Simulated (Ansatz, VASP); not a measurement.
Ag: VASP beside Ansatz

INCAR

```
PREC     = Accurate       # precision mode
ENCUT    = 520            # plane-wave cutoff, eV
EDIFF    = 1E-6           # SCF threshold, eV
ISMEAR   = -1             # smearing method
SIGMA    = 0.05           # smearing width, eV
LREAL    = F              # projectors in reciprocal space
LASPH    = T              # aspherical terms in the spheres
NELM     = 100            # most SCF steps
ALGO     = Normal         # electronic algorithm
ISIF     = 2              # what is computed and relaxed
LWAVE    = F              # write WAVECAR
LCHARG   = T              # write CHGCAR
LELF     = T              # ELF
LVHAR    = T            
NBANDS   = 12             # bands
```

The input KPOINTS:

```
regular mesh
0
Gamma
  15 15 15
```

Contents of POSCAR:

```
Ag
1.0
    0.0000000000      2.0431000000      2.0226690000
    2.0431000000      0.0000000000      2.0226690000
    2.0431000000      2.0431000000      0.0000000000
Ag
1
Direct
    0.0000000000      0.0000000000      0.0000000000
```

Input for Ansatz:

```yaml
crystal:
  lattice:
    - [0.0, 2.0431, 2.022669]
    - [2.0431, 0.0, 2.022669]
    - [2.0431, 2.0431, 0.0]
  atoms:
    - { symbol: Ag, position: [0.0, 0.0, 0.0] }
kpoints:
  mp_grid: { grid: [15, 15, 15] }
  band_path:
    path:
      - [0.0, 0.0, 0.0]
      - [0.0, 0.5, 0.5]
      - [0.25, 0.75, 0.5]
      - [0.0, 0.5, 0.0]
      - [0.0, 0.0, 0.0]
      - [0.5, 0.5, 0.0]
      - [0.3775380063, 0.6224619937, 0.0]
      - [-0.3775380063, 0.3775380063, 0.0]
      - [0.0, 0.0, 0.0]
    npoints: 5
scf:
  occupations: { method: fermi_dirac, width: 0.05 }
hamiltonian:
  xc: lda
  pseudopotentials: { kind: all_electron, lapw: { basis_error: 0.001 } }
output:
  forces: true
  stress: true
  eigenvalues: true
```

Change from the starting cell: zz strain of -1 %.

Alike in both runs: task single point; functional LDA; k mesh 15 × 15 × 15; occupations fermi-dirac, width 0.05 eV; no spin polarisation.

|  | VASP | Ansatz |
| --- | --- | --- |
| version | VASP 6.6.1 | Ansatz 0.2.0 |
| potentials or method | VASP PAW LDA potentials, release 64 (Ag) | all-electron LAPW, scalar-relativistic |
| plane-wave cutoff (eV) | 520 | see its input |

Ansatz gave:

| Quantity | Value |
| --- | --- |
| pressure (GPa) | -6.5 |

Which values does VASP return?

Pressure (GPa): -6.3.

Ansatz ran all-electron here, so the differences hold the error of VASP's frozen core and of both bases.
